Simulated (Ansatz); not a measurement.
## GaN, zinc blende: band edges under a change of volume

How fast do the gaps move when the cell is scaled evenly?

Calculated with Ansatz 0.2.0, PBEsol, PAW files of the set soft_1, cutoff 600 eV, Fermi–Dirac smearing 0.02 eV, k-mesh 11×11×11, no spin polarisation, no spin-orbit coupling.

Reference cell, relaxed at zero pressure with PBEsol (F-43m): a = 3.1807 Å, b = 3.1807 Å, c = 3.1807 Å, α = 60.00°, β = 60.00°, γ = 60.00°.

```
atom       x       y       z
  Ga  0.0000  0.0000  0.0000
   N  0.7500  0.7500  0.7500
```

Levels are read on the k-mesh and along lines from Γ to X = (0.5, 0, 0.5), L = (0.5, 0.5, 0.5), K = (0.375, 0.375, 0.75) and W = (0.5, 0.25, 0.75) in the reciprocal basis of this cell (the letters only name these points), and count from the highest filled level.

| ln(V/V0) | gap (eV) | direct gap at Γ (eV) |
| --- | --- | --- |
| −0.0619 | 2.098 | 2.098 |
| −0.0408 | 1.965 | 1.965 |
| 0.0000 | 1.705 | 1.705 |
| 0.0198 | 1.580 | 1.580 |
| 0.0392 | 1.457 | 1.457 |
| 0.0583 | 1.336 | 1.336 |

**Question.** Fit the direct gap at Γ and give it at ln(V/V0) = −0.0202, a row left out above.

A straight line through the 6 rows: the means are 0.002433 for ln(V/V0) and 1.6902 for the level, Σ(Δx)² = 0.01079 and ΣΔxΔy = −0.06843, so the slope is −0.06843/0.01079 = −6.3427 and the intercept 1.6902 − (−6.3427)(0.002433) = 1.7056.

The slope is the volume deformation potential of this gap, −6.34 eV, as a mean over the range. The line gives 1.834 eV. The run itself gives 1.834 eV, so the estimate misses by 0.000 eV, a rounding's worth.

The gap is direct at Γ in every row. Semilocal functionals give gaps that are too small, and the error differs from valley to valley, so the order of close valleys can be wrong too.

[Logs are printed without paths, hosts, clocks, repeated set-up lines and the standing remarks that a program may print on its own settings, such as how far it seeks lower states.]
